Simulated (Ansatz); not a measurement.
# GaN: a strain scan

This session takes GaN and sets out to strain the cell along the Voigt pattern (0, 0, 1, 0, 0, 0).

Computed with Ansatz 0.2.0 (DFT PBE, scalar-relativistic, plane waves, PAW, unless a step's input says otherwise).

## 1. The starting structure

Symmetry: F-43m, No. 216, cubic system. Conventional cell: a = 4.507 Å, b = 4.507 Å, c = 4.507 Å, α = 90.00°, β = 90.00°, γ = 90.00°. Ga (site symmetry -43m) is surrounded by 4 N at 1.95 Å. N (site symmetry -43m) has 4 Ga at 1.95 Å as nearest neighbours.

As a file:

```cif
data_structure
_symmetry_space_group_name_H-M 'F-43m'
_symmetry_Int_Tables_number 216
_cell_length_a 4.5070
_cell_length_b 4.5070
_cell_length_c 4.5070
_cell_angle_alpha 90.000
_cell_angle_beta 90.000
_cell_angle_gamma 90.000
_cell_volume 91.55
loop_
_atom_site_label
_atom_site_type_symbol
_atom_site_symmetry_multiplicity
_atom_site_Wyckoff_symbol
_atom_site_fract_x
_atom_site_fract_y
_atom_site_fract_z
_atom_site_occupancy
Ga1 Ga 4 a 0.00000 0.00000 0.00000 1
N1 N 4 c 0.25000 0.25000 0.25000 1
```

It goes back to an entry of the Materials Project.

The cell is taken as given, not relaxed at this level.

## 2. Zero of the scan

input.yaml reads:

```yaml
crystal:
  lattice:
    - [0.0, 2.2535006075, 2.2535006075]
    - [2.2535006075, 0.0, 2.2535006075]
    - [2.2535006075, 2.2535006075, 0.0]
  atoms:
    - { symbol: Ga, position: [0.0, 0.0, 0.0] }
    - { symbol: "N", position: [0.75, 0.75, 0.75] }
basis:
  ecutwfc: 420
kpoints:
  mp_grid: { grid: [10, 10, 10] }
hamiltonian:
  xc: pbe
scf:
  occupations: { method: gaussian, width: 0.05 }
output:
  forces: true
  stress: true
  eigenvalues: true
```

## 3. Setting up a strain scan

The cell is strained by ε times the Voigt pattern (0, 0, 1, 0, 0, 0) (xx, yy, zz, yz, xz, xy; engineering shear), with fractional coordinates fixed (clamped ions). The stress on the pattern is the sum of the stress components weighted by it, tension positive.

## 4. Point ε = -0.1000

Changes to input.yaml since step 2:

```diff
@@ -2,4 +2,4 @@
   lattice:
-    - [0.0, 2.2535006075, 2.2535006075]
-    - [2.2535006075, 0.0, 2.2535006075]
+    - [0.0, 2.2535006075, 2.0281505468]
+    - [2.2535006075, 0.0, 2.0281505468]
     - [2.2535006075, 2.2535006075, 0.0]
```

## 5. Point ε = 0.0750

Changes to input.yaml since step 4:

```diff
@@ -2,4 +2,4 @@
   lattice:
-    - [0.0, 2.2535006075, 2.0281505468]
-    - [2.2535006075, 0.0, 2.0281505468]
+    - [0.0, 2.2535006075, 2.4225131531]
+    - [2.2535006075, 0.0, 2.4225131531]
     - [2.2535006075, 2.2535006075, 0.0]
```

## 6. ε = -0.0500

Changes to input.yaml since step 5:

```diff
@@ -2,4 +2,4 @@
   lattice:
-    - [0.0, 2.2535006075, 2.4225131531]
-    - [2.2535006075, 0.0, 2.4225131531]
+    - [0.0, 2.2535006075, 2.1408255771]
+    - [2.2535006075, 0.0, 2.1408255771]
     - [2.2535006075, 2.2535006075, 0.0]
```

## 7. Point ε = 0.0250

Changes to input.yaml since step 6:

```diff
@@ -2,4 +2,4 @@
   lattice:
-    - [0.0, 2.2535006075, 2.1408255771]
-    - [2.2535006075, 0.0, 2.1408255771]
+    - [0.0, 2.2535006075, 2.3098381227]
+    - [2.2535006075, 0.0, 2.3098381227]
     - [2.2535006075, 2.2535006075, 0.0]
```

## 8. ε = 0.1000

Changes to input.yaml since step 7:

```diff
@@ -2,4 +2,4 @@
   lattice:
-    - [0.0, 2.2535006075, 2.3098381227]
-    - [2.2535006075, 0.0, 2.3098381227]
+    - [0.0, 2.2535006075, 2.4788506683]
+    - [2.2535006075, 0.0, 2.4788506683]
     - [2.2535006075, 2.2535006075, 0.0]
```

## 9. ε = -0.0750

Changes to input.yaml since step 8:

```diff
@@ -2,4 +2,4 @@
   lattice:
-    - [0.0, 2.2535006075, 2.4788506683]
-    - [2.2535006075, 0.0, 2.4788506683]
+    - [0.0, 2.2535006075, 2.0844880619]
+    - [2.2535006075, 0.0, 2.0844880619]
     - [2.2535006075, 2.2535006075, 0.0]
```

## 10. ε = 0.0500

Changes to input.yaml since step 9:

```diff
@@ -2,4 +2,4 @@
   lattice:
-    - [0.0, 2.2535006075, 2.0844880619]
-    - [2.2535006075, 0.0, 2.0844880619]
+    - [0.0, 2.2535006075, 2.3661756379]
+    - [2.2535006075, 0.0, 2.3661756379]
     - [2.2535006075, 2.2535006075, 0.0]
```

## 11. Point ε = -0.0250

Changes to input.yaml since step 10:

```diff
@@ -2,4 +2,4 @@
   lattice:
-    - [0.0, 2.2535006075, 2.3661756379]
-    - [2.2535006075, 0.0, 2.3661756379]
+    - [0.0, 2.2535006075, 2.1971630923]
+    - [2.2535006075, 0.0, 2.1971630923]
     - [2.2535006075, 2.2535006075, 0.0]
```

## 12. ε = 0.0875

Changes to input.yaml since step 11:

```diff
@@ -2,4 +2,4 @@
   lattice:
-    - [0.0, 2.2535006075, 2.1971630923]
-    - [2.2535006075, 0.0, 2.1971630923]
+    - [0.0, 2.2535006075, 2.4506819107]
+    - [2.2535006075, 0.0, 2.4506819107]
     - [2.2535006075, 2.2535006075, 0.0]
```

(Steps that only read results are left out.)

Before running it: what results should come out? Wanted: slope of the stress at ε = 0, over ±0.0250.

**Answer**, as computed:

| quantity | value |
| --- | --- |
| slope of the stress at ε = 0, over ±0.0250 | 274 GPa |

What this shows: From the stress slope, C33 is about 274 GPa with the ions clamped; letting the atoms relax could not make it stiffer. The reference stands under 5.0 GPa, so this is no zero-stress constant. The undisturbed cell is not the lowest point: the energy is 3.0 meV/atom lower at ε = 0.0250; the cell was taken as given and not relaxed at this level. Compression costs more than tension: 139.0 against 56.3 meV/atom at the ends. The gap on the mesh stays between 0.90 and 2.10 eV.
